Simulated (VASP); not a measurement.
# C in VASP: a series of runs

The runs below take C through band structure, phonons, with PBE+D3(BJ), HSE06.

All numbers are computed with VASP 6.6.1; they aren't measurements. Logs are shortened: lines on timing, memory, paths and dates and some standing lists are left out, and cuts for length are marked.

## Step 1: The slab as given

The cell holds a slab with vacuum, 2 atoms: a = 2.466 Å, b = 2.466 Å, c = 18.034 Å, α = 90.00°, β = 90.00°, γ = 120.00°.

The slab is cut from a database's or a generator's crystal, which needn't be the stable form of the element.

## Step 2: Band structure, PBE+D3(BJ)

Contents of INCAR:

```
SYSTEM = C
PREC = Accurate
ENCUT = 520
EDIFF = 1E-6
ISMEAR = 0
SIGMA = 0.03
LREAL = .FALSE.
LASPH = .TRUE.
NELM = 80
ALGO = Fast
ISIF = 2
LWAVE = .FALSE.
LCHARG = .FALSE.
LDIPOL = .TRUE.
IDIPOL = 3
DIPOL = 0.5 0.5 0.500
GGA = PE
IVDW = 12
NBANDS = 11
LVHAR = .TRUE.
LVACPOTAV = .TRUE.
KPAR = 2
```

Contents of KPOINTS:

```
regular mesh
0
G
  9 9 1
  0 0 0
```

Contents of POSCAR:

```
C                                       
1.0
    2.4660722283      0.0000000000      0.0000000000
   -1.2330361142      2.1356811999      0.0000000000
    0.0000000000      0.0000000000     18.0339500000
  C             
     2
Direct
     0.0000000000000000    0.0000000000000000    0.5000006526578176
     0.6666666699999979    0.3333333300000021    0.4999993473421824
```

Contents of KPOINTS_OPT:

```
explicit points
3
Reciprocal
 0.0000000000  0.0000000000  0.0000000000 1
 0.5000000000  0.0000000000  0.0000000000 1
 0.3333333300  0.3333333300  0.0000000000 1
```

Potentials or basis: VASP PAW PBE potentials, release 64 (C).

Started as:

```sh
cat potpaw_PBE.64/C/POTCAR > POTCAR
mpirun -np 2 vasp_std > vasp.out
```

OUTCAR:

```text
SYSTEM = C
   PREC = Accurate
   ENCUT = 520
   EDIFF = 1E-6
   ISMEAR = 0
   LREAL = .FALSE.
   LASPH = .TRUE.
   NELM = 80
   ISIF = 2
   GGA = PE
   IVDW = 12
 IVDW          = 12

 ion  position               nearest neighbor table
   1  0.000  0.000  0.500-   2 1.42   2 1.42   2 1.42
   2  0.667  0.333  0.500-   1 1.42   1 1.42   1 1.42

  LATTYP: Found a hexagonal cell.
 ALAT       =     2.4660722283
 C/A-ratio  =     7.3128231173

  Lattice vectors:

 A1 = (   2.4660722283,   0.0000000000,   0.0000000000)
 A2 = (  -1.2330361142,   2.1356811999,   0.0000000000)
 A3 = (   0.0000000000,   0.0000000000,  18.0339500000)

Analysis of symmetry for initial positions (statically):
=====================================================================
 Subroutine PRICEL returns:
 Original cell was already a primitive cell.

 Routine SETGRP: Setting up the symmetry group for a
 hexagonal supercell.

 Subroutine GETGRP returns: Found 24 space group operations
 (whereof 12 operations were pure point group operations)
 out of a pool of 24 trial point group operations.

The static configuration has the point symmetry D_3h.
 The point group associated with its full space group is D_6h.

Analysis of symmetry for dynamics (positions and initial velocities):
=====================================================================
 Subroutine PRICEL returns:
 Original cell was already a primitive cell.

 Routine SETGRP: Setting up the symmetry group for a
 hexagonal supercell.

 Subroutine GETGRP returns: Found 24 space group operations
 (whereof 12 operations were pure point group operations)
 out of a pool of 24 trial point group operations.

The dynamic configuration has the point symmetry D_3h.
 The point group associated with its full space group is D_6h.

 Subroutine INISYM returns: Found 24 space group operations
 (whereof 12 operations are pure point group operations),
 and found     1 'primitive' translations

----------------------------------------------------------------------------------------

                                     Primitive cell

  volume of cell :      94.9802

  direct lattice vectors                    reciprocal lattice vectors
     2.466072228  0.000000000  0.000000000     0.405503127  0.234117339  0.000000000
    -1.233036114  2.135681200  0.000000000     0.000000000  0.468234678  0.000000000
     0.000000000  0.000000000 18.033950000     0.000000000  0.000000000  0.055450969

  length of vectors
     2.466072228  2.466072231 18.033950000     0.468234679  0.468234678  0.055450969

  position of ions in fractional coordinates (direct lattice)
     0.000000000  0.000000000  0.500000653
     0.666666670  0.333333330  0.499999347

  ion indices of the primitive-cell ions
   primitive index   ion index
                 1           1
                 2           2

----------------------------------------------------------------------------------------

 KPOINTS: regular mesh

Automatic generation of k-mesh.
 Grid dimensions read from file:
 generate k-points for:    9    9    1

 Generating k-lattice:

  Cartesian coordinates                     Fractional coordinates (reciprocal lattice)
     0.045055903  0.026013038  0.000000000     0.111111111 -0.000000000  0.000000000
     0.000000000  0.052026075  0.000000000     0.000000000  0.111111111  0.000000000
     0.000000000  0.000000000  0.055450969     0.000000000  0.000000000  1.000000000

  Length of vectors
     0.052026075  0.052026075  0.055450969

  Shift w.r.t. Gamma in fractional coordinates (k-lattice)
     0.000000000  0.000000000  0.000000000

 Subroutine IBZKPT returns following result:
 ===========================================

 Found     12 irreducible k-points:

 Following reciprocal coordinates:
            Coordinates               Weight
  0.000000  0.000000  0.000000      1.000000
  0.111111 -0.000000  0.000000      6.000000
  0.222222  0.000000  0.000000      6.000000
  0.333333  0.000000  0.000000      6.000000
  0.444444  0.000000  0.000000      6.000000
  0.111111  0.111111  0.000000      6.000000
  0.222222  0.111111  0.000000     12.000000
  0.333333  0.111111  0.000000     12.000000
  0.444444  0.111111  0.000000      6.000000
  0.222222  0.222222  0.000000      6.000000
  0.333333  0.222222  0.000000     12.000000
  0.333333  0.333333  0.000000      2.000000
   k-points           NKPTS =     12   k-points in BZ     NKDIM =     12   number of bands    NBANDS=     11
   number of dos      NEDOS =    301   number of ions     NIONS =      2
   total plane-waves  NPLWV =  45360
   dimension x,y,z NGX =    18 NGY =   18 NGZ =  140
   dimension x,y,z NGXF=    36 NGYF=   36 NGZF=  280
   ions per type =               2
   NGX,Y,Z   is equivalent  to a cutoff of  12.13, 12.13, 12.91 a.u.
   NGXF,Y,Z  is equivalent  to a cutoff of  24.27, 24.27, 25.81 a.u.
 SYSTEM =  C
   PREC   = accura    normal or accurate (medium, high low for compatibility)
   ISTART =      0    job   : 0-new  1-cont  2-samecut
   ICHARG =      2    charge: 1-file 2-atom 10-const
   ISPIN  =      1    spin polarized calculation?
   LNONCOLLINEAR =      F non collinear calculations
   LSORBIT =      F    spin-orbit coupling
   LASPH  =      T    aspherical Exc in radial PAW
   ENCUT  =  520.0 eV  38.22 Ry    6.18 a.u.   4.59  4.59 33.53*2*pi/ulx,y,z
   NELM   =     80;   NELMIN=  2; NELMDL= -5     # of ELM steps
   EDIFF  = 0.1E-05   stopping-criterion for ELM
   LREAL  =      F    real-space projection
   EDIFFG = 0.1E-04   stopping-criterion for IOM
   NSW    =      0    number of steps for IOM
   IBRION =     -1    ionic relax: 0-MD 1-quasi-New 2-CG
   NFREE  =      0    steps in history (QN), initial steepest desc. (CG)
   ISIF   =      2    stress and relaxation
   ISYM   =      2    0-nonsym 1-usesym 2-fastsym
   POTIM  = 0.5000    time-step for ionic-motion
   TEBEG  =    0.0;   TEEND  =   0.0 temperature during run
   PSTRESS=    0.0 pullay stress
   NELECT =       8.0000    total number of electrons
   NUPDOWN=      -1.0000    fix difference up-down
   EMIN   =  10.00;   EMAX   =-10.00  energy-range for DOS
   EFERMI =   0.00;   METHOD = LEGACY
   ISMEAR =     0;   SIGMA  =   0.03  broadening in eV -4-tet -1-fermi 0-gaus
   EFERMI_NEDOS =   21; number of points for ismear=-14 and -15
   IALGO  =     68    algorithm
   IMIX   =      4    mixing-type and parameters
     AMIX     =   0.40;   BMIX     =  1.00
     AMIX_MAG =   1.60;   BMIX_MAG =  1.00
  volume/ion in A,a.u.               =      47.49       320.48
  Fermi-wavevector in a.u.,A,eV,Ry     =   0.717619  1.356103  7.006684  0.514977
  Thomas-Fermi vector in A             =   1.806345
   LORBIT       =      0    0 simple, 1 ext, 2 COOP (PROOUT), +10 PAW based schemes
   GGA     = PE    functional components
   LHFCALC =     F    Hartree Fock is set to
   AEXX    =    0.0000 exact exchange contribution
   IVDW    =    12    specifies the selected vdW correction
   LEPSILON=     F    determine dielectric tensor
   LRPA    =     F    only Hartree local field effects (RPA)
 non-spin polarized calculation
 RMM-DIIS sequential band-by-band and
 Gauss-broadening in eV      SIGMA  =   0.03
  energy-cutoff  :      520.00
  volume of cell :       94.98
 maximum number of plane-waves:      2590
   NGX =  9   NGY =  9   NGZ = 67

 dipolmoment           0.000000      0.000000     -0.000000 electrons x Angstroem

 number of electron       7.9999997 magnetization

 dipolmoment           0.000000      0.000000      0.000000 electrons x Angstroem

 Free energy of the ion-electron system (eV)
  ---------------------------------------------------
  ext. energy  EPLUGINS =         0.00000000
  ---------------------------------------------------
  free energy    TOTEN  =       -18.43541694 eV

  energy without entropy =      -18.43458110  energy(sigma->0) =      -18.43499902

 E-fermi :  -2.5791     XC(G=0):  -2.3992

 val. band max:       -2.5790563946   @ k =   0.3333   0.3333   0.0000
 cond. band min:      -2.5790561120   @ k =   0.3333   0.3333   0.0000
 fundamental gap:      0.0000002826
 Fermi energy:        -2.5790562533

 k-point     1 :       0.0000    0.0000    0.0000
  band No.  band energies     occupation
      1     -22.1007      2.00000
      2     -10.1956      2.00000
      3      -5.6251      2.00000
      4      -5.6251      2.00000
      5       0.6794      0.00000
      6       1.4993      0.00000
      7       1.8975      0.00000
      8       3.1052      0.00000
      9       3.6328      0.00000
     10       5.7258      0.00000
     11       5.7258      0.00000

 k-point     2 :       0.1111   -0.0000    0.0000
  band No.  band energies     occupation
      1     -21.8093      2.00000
      2      -9.8482      2.00000
      3      -6.7403      2.00000
      4      -6.1966      2.00000
      5       1.0753      0.00000
      6       1.8993      0.00000
      7       2.3028      0.00000
      8       3.5054      0.00000
      9       5.8015      0.00000
     10       6.9289      0.00000
     11       7.8630      0.00000

 k-point     3 :       0.2222    0.0000    0.0000
  band No.  band energies     occupation
      1     -20.9408      2.00000
      2      -9.2879      2.00000
      3      -8.8237      2.00000
      4      -7.3491      2.00000
      5       2.2620      0.00000
      6       3.0934      0.00000
      7       3.5185      0.00000
      8       4.6921      0.00000
      9       5.2038      0.00000
     10       5.4289      0.00000
     11       5.5957      0.00000
[... 99 lines left out ...]
 k-point    11 :       0.3333    0.2222    0.0000
  band No.  band energies     occupation
      1     -16.8357      2.00000
      2     -14.3699      2.00000
      3     -11.7278      2.00000
      4      -4.3791      2.00000
      5      -0.8696      0.00000
      6       8.0787      0.00000
      7       8.2923      0.00000
      8       8.8991      0.00000
      9       9.5906      0.00000
     10       9.8374      0.00000
     11      10.8154      0.00000

 k-point    12 :       0.3333    0.3333    0.0000
  band No.  band energies     occupation
      1     -15.1792      2.00000
      2     -15.1792      2.00000
      3     -13.1377      2.00000
      4      -2.5791      1.00001
      5      -2.5791      0.99999
      6       8.0302      0.00000
      7      10.2963      0.00000
      8      10.2963      0.00000
      9      10.9048      0.00000
     10      12.4087      0.00000
     11      12.5868      0.00000

------------------------ aborting loop because EDIFF is reached ----------------------------------------

 Edisp (eV)   -0.17727

 E8    (eV) :    -0.0554

  FORCE on cell =-STRESS in cart. coord.  units (eV):
  Direction    XX          YY          ZZ          XY          YZ          ZX
  --------------------------------------------------------------------------------------
  -------------------------------------------------------------------------------------
  Total       0.07629     0.07629    -0.01159    -0.00000     0.00000     0.00000
  in kB       1.28693     1.28693    -0.19545    -0.00000     0.00000     0.00000
  external pressure =        0.79 kB  Pullay stress =        0.00 kB

 VOLUME and BASIS-vectors are now :
 -----------------------------------------------------------------------------
  energy-cutoff  :      520.00
  volume of cell :       94.98
      direct lattice vectors                 reciprocal lattice vectors
     2.466072228  0.000000000  0.000000000     0.405503127  0.234117339  0.000000000
    -1.233036114  2.135681200  0.000000000     0.000000000  0.468234678  0.000000000
     0.000000000  0.000000000 18.033950000     0.000000000  0.000000000  0.055450969

 POSITION                                       TOTAL-FORCE (eV/Angst)
 -----------------------------------------------------------------------------------
      0.00000      0.00000      9.01699         0.000000      0.000000      0.000000
      1.23304      0.71189      9.01696        -0.000000      0.000000      0.000000
 -----------------------------------------------------------------------------------
    total drift:                               -0.000002      0.000001     -0.000000

  FREE ENERGIE OF THE ION-ELECTRON SYSTEM (eV)
  ---------------------------------------------------
  free  energy   TOTEN  =       -18.6126871770 eV

  energy  without entropy=      -18.6118513406  energy(sigma->0) =      -18.61226926

 vacuum level on the upper side and lower side of the slab         1.666         1.666
```

It took 13 s on 2 MPI ranks of Intel Xeon Platinum 8259CL at 2.50GHz (Skylake/Cascade Lake), shared host; peak memory 0.2 GiB.

Results:

```yaml
Free_energy: -18.6127 eV
Band_gap_along_the_path: none (metal or under the smearing width)
Dispersion_energy_per_atom: -0.089 eV
Work_function_of_the_upper_face: 4.25 eV
Work_function_of_the_lower_face: 4.25 eV
```

## Step 3: Band structure, HSE06

POSCAR is that of step 2.

Contents of INCAR.step1:

```
SYSTEM = C
PREC = Accurate
ENCUT = 520
EDIFF = 1E-5
ISMEAR = 0
SIGMA = 0.03
LREAL = .FALSE.
LASPH = .TRUE.
NELM = 80
ALGO = Normal
ISIF = 2
LWAVE = .TRUE.
LCHARG = .FALSE.
LDIPOL = .TRUE.
IDIPOL = 3
DIPOL = 0.5 0.5 0.500
NBANDS = 11
LVHAR = .TRUE.
LVACPOTAV = .TRUE.
KPAR = 2
GGA = PE
```

Contents of INCAR.step2:

```
SYSTEM = C
PREC = Accurate
ENCUT = 520
EDIFF = 1E-6
ISMEAR = 0
SIGMA = 0.03
LREAL = .FALSE.
LASPH = .TRUE.
NELM = 80
ALGO = Normal
ISIF = 2
LWAVE = .FALSE.
LCHARG = .FALSE.
LDIPOL = .TRUE.
IDIPOL = 3
DIPOL = 0.5 0.5 0.500
GGA = PE
LHFCALC = .TRUE.
HFSCREEN = 0.2
PRECFOCK = Fast
NBANDS = 11
LVHAR = .TRUE.
LVACPOTAV = .TRUE.
KPAR = 2
ISTART = 1
```

KPOINTS is that of step 2.

KPOINTS_OPT is that of step 2.

Potentials or basis: VASP PAW PBE potentials, release 64 (C).

Started as:

```sh
cat potpaw_PBE.64/C/POTCAR > POTCAR
cp INCAR.step1 INCAR
mpirun -np 2 vasp_std > vasp.out
cp INCAR.step2 INCAR
mpirun -np 2 vasp_std > vasp.out
```

OUTCAR:

```text
SYSTEM = C
   PREC = Accurate
   ENCUT = 520
   EDIFF = 1E-6
   ISMEAR = 0
   LREAL = .FALSE.
   LASPH = .TRUE.
   NELM = 80
   ISIF = 2
   GGA = PE
   LHFCALC = .TRUE.
   HFSCREEN = 0.2
   PRECFOCK = Fast
   ISTART = 1

 ion  position               nearest neighbor table
   1  0.000  0.000  0.500-   2 1.42   2 1.42   2 1.42
   2  0.667  0.333  0.500-   1 1.42   1 1.42   1 1.42

  LATTYP: Found a hexagonal cell.
[... 360 lines left out ...]
------------------------ aborting loop because EDIFF is reached ----------------------------------------

  FORCE on cell =-STRESS in cart. coord.  units (eV):
  Direction    XX          YY          ZZ          XY          YZ          ZX
  --------------------------------------------------------------------------------------
  -------------------------------------------------------------------------------------
  Total       -0.8313811     -0.8313811     -0.0100411      0.0000000     -0.0000000      0.0000000
  in kB      -14.0241855    -14.0241855     -0.1693793      0.0000000     -0.0000000      0.0000000
  external PRESSURE =      -9.4059167 kB  Pullay stress =       0.0000000 kB

 VOLUME and BASIS-vectors are now :
 -----------------------------------------------------------------------------
  energy-cutoff  :      520.00
  volume of cell :       94.98
      direct lattice vectors                 reciprocal lattice vectors
     2.466072228  0.000000000  0.000000000     0.405503127  0.234117339  0.000000000
    -1.233036114  2.135681200  0.000000000     0.000000000  0.468234678  0.000000000
     0.000000000  0.000000000 18.033950000     0.000000000  0.000000000  0.055450969

 POSITION                                       TOTAL-FORCE (eV/Angst)
 -----------------------------------------------------------------------------------
      0.00000      0.00000      9.01699        -0.000000      0.000000      0.000000
      1.23304      0.71189      9.01696         0.000000      0.000000      0.000000
 -----------------------------------------------------------------------------------
    total drift:                               -0.000001      0.000000     -0.000000

  FREE ENERGIE OF THE ION-ELECTRON SYSTEM (eV)
  ---------------------------------------------------
  free  energy   TOTEN  =       -21.1988953815 eV

  energy  without entropy=      -21.1988560904  energy(sigma->0) =      -21.19887574

 vacuum level on the upper side and lower side of the slab         1.675         1.675
```

OUTCAR.step1:

```text
SYSTEM = C
   PREC = Accurate
   ENCUT = 520
   EDIFF = 1E-5
   ISMEAR = 0
   LREAL = .FALSE.
   LASPH = .TRUE.
   NELM = 80
[... 381 lines left out ...]
      0.00000      0.00000      9.01699        -0.000000      0.000000      0.000000
      1.23304      0.71189      9.01696         0.000000      0.000000      0.000000
 -----------------------------------------------------------------------------------
    total drift:                               -0.000002      0.000001     -0.000000

  FREE ENERGIE OF THE ION-ELECTRON SYSTEM (eV)
  ---------------------------------------------------
  free  energy   TOTEN  =       -18.4354159189 eV

  energy  without entropy=      -18.4345800825  energy(sigma->0) =      -18.43499800

 vacuum level on the upper side and lower side of the slab         1.666         1.666
```

Run time: 7.1 min. Hardware: 2 MPI ranks of Intel Xeon Platinum 8259CL at 2.50GHz (Skylake/Cascade Lake), shared host; peak memory 0.32 GiB.

Results:

```yaml
Free_energy: -21.1989 eV
Band_gap_on_the_k_mesh: 0.10 eV, direct
Band_gap_along_the_path: 0.10 eV, direct
Ionisation_potential_of_the_upper_face: 4.38 eV
```

Caveat: the PAW data sets were made with another functional, which shifts forces and pressure a little.

[end of part 1 of 2]
